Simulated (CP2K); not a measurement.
# GaAs under changes of volume

One of the cells (22.590 Å³/atom); the others are scaled copies at fixed shape and fractional positions:

```
CELL_PARAMETERS angstrom
3.99777 0.00000 0.00000
1.99888 3.46217 0.00000
1.99888 1.15406 3.26417
ATOMIC_POSITIONS crystal
As 0.75000 0.75000 0.75000
Ga 0.00000 0.00000 0.00000
```

| Quantity | Value |
| --- | --- |
| Program | CP2K 2026.2 |
| Functional | r2SCAN |
| Potentials or basis | POTENTIAL_UZH As GTH-SCAN-q5, Ga GTH-SCAN-q13; TZVP-MOLOPT-SCAN-GTH basis |
| Density cutoff | 9184 eV |
| k mesh | 8 × 8 × 8 |
| Occupations | fermi-dirac, width 0.05 eV |
| Spin | no spin polarisation |

```csv
volume (Å³/atom),energy over the lowest point (meV/atom),pressure (GPa),gap on the mesh (eV)
21.234,?,?,?
21.686,7.14,3.0,1.16
22.138,1.26,1.2,0.99
22.590,0.00,-0.3,0.83
23.041,2.86,-1.7,0.67
23.493,9.35,-2.9,0.52
23.945,19.04,-4.0,0.38
```

What does the run at 21.234 Å³/atom give?

Energy over the lowest point 18.23 meV/atom; pressure 4.9 GPa; gap on the mesh 1.33 eV.

Worked out: A Birch-Murnaghan fit of order 3 (a polynomial in V^(-2/3)) to the other rows has its minimum at 22.49 Å³/atom with B0 = V·E''(V) = 74 GPa and B' = 5.1. It gives 18.29 meV/atom at 21.234 Å³/atom, against the run's 18.23, and -dE/dV = 5.0 GPa, against 4.9. A straight line through the other rows of the gap, of slope -7.89 eV per unit of ln V (its deformation potential), extrapolates to 1.32 eV, against the run's 1.33.

Energies are extrapolated to zero smearing.

Caveats: the basis of atomic orbitals isn't converged, which shifts pressures, moduli and gaps.

A mesh can miss the band edges. Spin-orbit coupling on As, Ga is left out.
